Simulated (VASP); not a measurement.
Here is the system:

```
CELL_PARAMETERS angstrom
      0.00000     3.05321     3.05321
      3.05321     0.00000     3.05321
      3.05321     3.05321     0.00000
ATOMIC_POSITIONS crystal
  Al 0.00000 0.00000 0.00000
  Sb 0.25000 0.25000 0.25000
```

The numbers are results of PBEsol GGA, VASP's PBE PAW potentials (set 64) (plane waves; VASP), not measurements. Settings: 520 eV cut-off, 8×8×8 Γ-centred mesh, Gaussian smearing of 0.050 eV, potentials Al Sb.

Unless said otherwise, spin-orbit coupling is left out, though it shifts the bands of the heavy elements here.

Problem. Predict the energy per atom (σ→0), pressure, band gap (on the k-mesh) with the smallest direct gap where there is one.

Solution. 
```json
{
 "band gap (on the k-mesh)": "1.08 eV",
 "smallest direct gap (on the k-mesh)": "1.69 eV",
 "energy per atom (σ→0)": "-4.429 eV/atom",
 "pressure": "17.6 kbar"
}
```

The absolute energy has meaning only against runs of the same code, potentials and settings.

The compound is AlSb in the zinc blende structure. This cell is one point of a volume scan, at 0.97 of the reference volume.
